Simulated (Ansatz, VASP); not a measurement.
# HfB2 in VASP and in Ansatz

```
CELL_PARAMETERS angstrom
3.16080 0.00000 0.00000
-1.58040 2.73733 0.00000
0.00000 0.00000 3.50305
ATOMIC_POSITIONS crystal
Hf 0.00000 0.00000 0.00000
B 0.66667 0.33333 0.50000
B 0.33333 0.66667 0.50000
```

Change from the starting cell: volume scaled by 1.02.

Alike in both runs: task single point; functional LDA; k mesh 10 × 10 × 8; occupations fermi-dirac, width 0.05 eV; no spin polarisation.

```csv
,VASP,Ansatz
version,VASP 6.6.1,Ansatz 0.2.0
potentials or method,"VASP PAW LDA potentials, release 64 (Hf_pv, B), cutoff 520 eV","all-electron LAPW, scalar-relativistic"
```

```tsv
	VASP	Ansatz	Ansatz less VASP
gap on the k mesh at the Fermi level (eV)	none	none	-
pressure (GPa)	-14.3	-14.6	-0.31
largest component of the traceless stress (GPa)	0.57	0.44	-0.132
```

A gap of «none» marks a metal or a gap that the smearing closes. Ansatz ran all-electron here, so the differences hold the error of VASP's frozen core and of both bases.

The runs have no spin-orbit coupling, so splittings on Hf are missing.
